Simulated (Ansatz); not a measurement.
# Relaxing HfC (WC-type structure)

The computed numbers are results of r²SCAN, scalar-relativistic (no spin polarisation) in the plane-wave PAW code Ansatz at 500 eV, 12×12×12 k-mesh, Gaussian smearing of 0.05 eV. The datasets are Ansatz's generated set soft_2.

The cell came from substitution into a structure type; no database entry of this phase was matched, which doesn't show that none exists.

Starting cell:

```xyz
2
Lattice="3.0558 0.0000 0.0000 -1.5279 2.6464 0.0000 0.0000 0.0000 2.9823" Properties=species:S:1:pos:R:3 pbc="T T T"
Hf    0.0000    0.0000    0.0000
C     1.5279    0.8821    1.4911
```

The steps in volume:

| run | level | k-mesh | kind | V (Å³/atom) | P (GPa) | E − E(final) (meV/atom) | gap on the mesh (eV) |
| --- | --- | --- | --- | --- | --- | --- | --- |
| 1 | PBE, 420 eV | 8×8×6 | cell and atoms relaxed | 13.19 | 0.0 | – | 0.15 |
| 2 | r²SCAN | 12×12×12 | shape and atoms relaxed, volume fixed | 13.19 | -1.7 | 0.6 | metal |
| 3 | r²SCAN | 12×12×12 | shape and atoms relaxed, volume fixed | 13.04 | 0.7 | 0.1 | metal |
| 4 | r²SCAN | 12×12×12 | shape and atoms relaxed, volume fixed | 13.08 | 0.0 | 0.0 | metal |

The cell is relaxed to zero pressure at this level.

The final structure (symmetry read at 0.01 Å). Symmetry: P-6m2, No. 187, hexagonal system. The conventional cell has a = 3.228 Å, b = 3.228 Å, c = 2.899 Å, α = 90.00°, β = 90.00°, γ = 120.00°. Around Hf (site symmetry -6m2) lie 6 C at 2.36 Å. Around C (site symmetry -6m2) lie 6 Hf at 2.36 Å. (Neighbours are counted to 15 % beyond the shortest distance.)

```
atom  site  symmetry       x       y       z
  Hf    1a      -6m2  0.0000  0.0000  0.0000
   C    1f      -6m2  0.6667  0.3333  0.5000
```

At the final geometry the gap, band path included, is zero (metallic). The equation of state gives B0 = 210 GPa and B0′ = 3.9. Against the elements' standard states, run alike and uncorrected, the formation energy is -0.28 eV/atom. The runs in the table took roughly 2.7 core-minutes.

These numbers lack spin–orbit coupling. A displaced or strained copy of the relaxed cell lay 1.4 meV/atom lower, so the structure isn't a true minimum at this level, unless the mesh, which matters in a metal, makes it so.
